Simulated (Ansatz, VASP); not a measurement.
## Ag2O in VASP and in Ansatz

```xyz
6
Lattice="4.7180 0.0000 0.0000 0.0000 4.7180 0.0000 0.0000 0.0000 4.7180" Properties=species:S:1:pos:R:3 pbc="T T T"
Ag    3.5385    1.1795    3.5385
Ag    3.5385    3.5385    1.1795
Ag    1.1795    3.5385    3.5385
Ag    1.1795    1.1795    1.1795
O     2.3590    2.3590    2.3590
O     0.0000    0.0000    0.0000
```

Alike in both runs: task single point; functional PBEsol; k mesh 6 × 6 × 6; occupations fermi-dirac, width 0.05 eV; no spin polarisation.

|  | VASP | Ansatz |
| --- | --- | --- |
| version | VASP 6.6.1 | Ansatz 0.2.0 |
| potentials or method | VASP PAW PBE potentials, release 64 (Ag, O) | Ansatz PAW |
| plane-wave cutoff (eV) | 520 | 420 |
| valence electrons in the cell | 56 | 88 |

Ansatz gave:

* gap on the k mesh at the Fermi level (eV): none
* pressure (GPa): -0.6

Question: What did VASP give for the same quantities?

Answer: gap on the k mesh at the Fermi level (eV): none; pressure (GPa): -0.8.

A gap of «none» marks a metal or a gap that the smearing closes. With one functional, cell and mesh, what is left measures potentials, basis and numerics. The two sets of potentials don't hold the same shells in valence.

Caveats: the PAW data sets were made with another functional, which shifts forces and pressure a little (VASP); the PAW data sets come from PBE, with cores solved anew for the run's functional, which leaves a small shift of forces and pressure (Ansatz).
